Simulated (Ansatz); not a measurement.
# Si: the cost of one run

Method: DFT PBE, scalar-relativistic, plane waves, PAW, in Ansatz 0.2.0.

## 1. The starting structure

Symmetry: R-3, No. 148, trigonal system. The conventional cell has a = 9.426 Å, b = 9.426 Å, c = 5.652 Å, α = 90.00°, β = 90.00°, γ = 120.00°. Si (site symmetry 1) has 4 Si at 2.34 to 2.38 Å as nearest neighbours. Around Si (site symmetry 3) lie 4 Si at 2.38 to 2.41 Å.

As a file:

```xyz
8
Lattice="4.7132 2.7212 1.8840 -4.7132 2.7212 1.8840 0.0000 -5.4424 1.8840" Properties=species:S:1:pos:R:3 pbc="T T T"
Si   -3.2889   -0.8313    2.3565
Si    3.2889    0.8313    3.2955
Si    0.0000    0.0000    4.0290
Si   -0.9245   -3.2640    3.2955
Si   -2.3644    2.4326    3.2955
Si    0.9245    3.2640    2.3565
Si    0.0000    0.0000    1.6230
Si    2.3644   -2.4326    2.3565
```

This is candidate A: structure listed in a database for this formula (R-3, No. 148).

(A quick probe on a coarse mesh, which set the mesh and smearing, is not shown.)

## 3. Relaxing cell and atoms (candidate A)

input.yaml reads:

```yaml
crystal:
  lattice:
    - [4.7132352766, 2.7211876557, 1.8839989006]
    - [-4.7132352766, 2.7211876557, 1.8839989006]
    - [0.0, -5.4423753114, 1.8839989006]
  atoms:
    - { symbol: Si, position: [0.01710242, 0.71491061, 0.5187605] }
    - { symbol: Si, position: [0.98289758, 0.28508939, 0.4812395] }
    - { symbol: Si, position: [0.71284515, 0.71284515, 0.71284515] }
    - { symbol: Si, position: [0.28508939, 0.4812395, 0.98289758] }
    - { symbol: Si, position: [0.4812395, 0.98289758, 0.28508939] }
    - { symbol: Si, position: [0.71491061, 0.5187605, 0.01710242] }
    - { symbol: Si, position: [0.28715485, 0.28715485, 0.28715485] }
    - { symbol: Si, position: [0.5187605, 0.01710242, 0.71491061] }
basis:
  ecutwfc: 420
kpoints:
  mp_grid: { grid: [9, 9, 9] }
hamiltonian:
  xc: pbe
scf:
  occupations: { method: gaussian, width: 0.1 }
output:
  forces: true
  stress: true
  eigenvalues: true
relax:
  adjacent_minimum: "off"
  f_tol: 0.01
  max_steps: 80
  cell: { stress_tol: 0.05 }
```

What time and memory should one allow on 1 thread of an x86-64 CPU, shared host?

About 51 s, with a peak of 0.69 GiB.
